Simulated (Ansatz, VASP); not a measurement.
# ZrC in VASP and in Ansatz

```xyz
4
Lattice="3.3915 0.0000 0.0000 -1.6957 2.9371 0.0000 0.0000 0.0000 5.2901" Properties=species:S:1:pos:R:3 pbc="T T T"
Zr    0.0000    1.9581    1.3225
Zr    1.6957    0.9790    3.9675
C     0.0000    0.0000    0.0000
C     0.0000    0.0000    2.6450
```

The cell comes from a database or a generator and needn't be the stable form of this composition.

Alike in both runs: task single point; functional PBE; k mesh 15 × 15 × 8; occupations gaussian, width 0.1 eV; no spin polarisation.

|  | VASP | Ansatz |
| --- | --- | --- |
| version | VASP 6.6.1 | Ansatz 0.2.0 |
| potentials or method | VASP PAW PBE potentials, release 64 (Zr_sv, C) | scalar-relativistic, plane waves, PAW |
| plane-wave cutoff (eV) | 520 | 420 |
| valence electrons in the cell | 32 | 32 |

```tsv
	VASP	Ansatz	Ansatz less VASP
gap on the k mesh at the Fermi level (eV)	none	none	-
pressure (GPa)	-2.1	-2.3	-0.24
largest component of the traceless stress (GPa)	0.45	0.47	+0.014
```

A gap of «none» marks a metal or a gap that the smearing closes.
